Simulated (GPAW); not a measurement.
Crystal: Nb.

```
Nb
1.0
    -1.66395    1.66395    1.66395
     1.66395   -1.66395    1.66395
     1.66395    1.66395   -1.66395
Nb
1
Direct
  0.00000 0.00000 0.00000
```

| Item | Value |
| --- | --- |
| Program | GPAW 26.7.0 |
| Task | relaxation of cell and atoms |
| Functional | PBEsol |
| Dispersion | D4 |
| Potentials or basis | PAW data sets generated in the run's folder for this functional |
| Cutoff | 600 eV |
| Basis | pw |
| k mesh | 11 × 11 × 11 |
| Occupations | fermi-dirac, width 0.05 eV |
| Spin | no spin polarisation |

At the start: pressure -10.0 GPa; volume 18.43 Å³/atom.

**Question.** How do energy, volume and symmetry change on relaxing?

**Answer.** Over 3 steps the energy falls by 34.2 meV/atom and the volume is 17.34 Å³/atom (-5.9 %); space group Im-3m (No. 229, to 0.05 Å).

The path:
```csv
step,energy change (eV),largest force (eV/Å),pressure (GPa),volume (Å³)
1,0.0000,0.0000,-10.03,18.43
2,-0.0332,0.0000,-1.96,17.54
3,-0.0342,0.0000,0.06,17.34
```

Final structure:
```yaml
crystal:
  lattice:
    - [-1.63060, 1.63060, 1.63060]
    - [1.63060, -1.63060, 1.63060]
    - [1.63060, 1.63060, -1.63060]
  atoms:
    - { symbol: Nb, position: [0.00000, 0.00000, 0.00000] }
```

Caveat: later steps reuse the first step's grids; pairwise dispersion overbinds metals, which lowers pressure and volume.
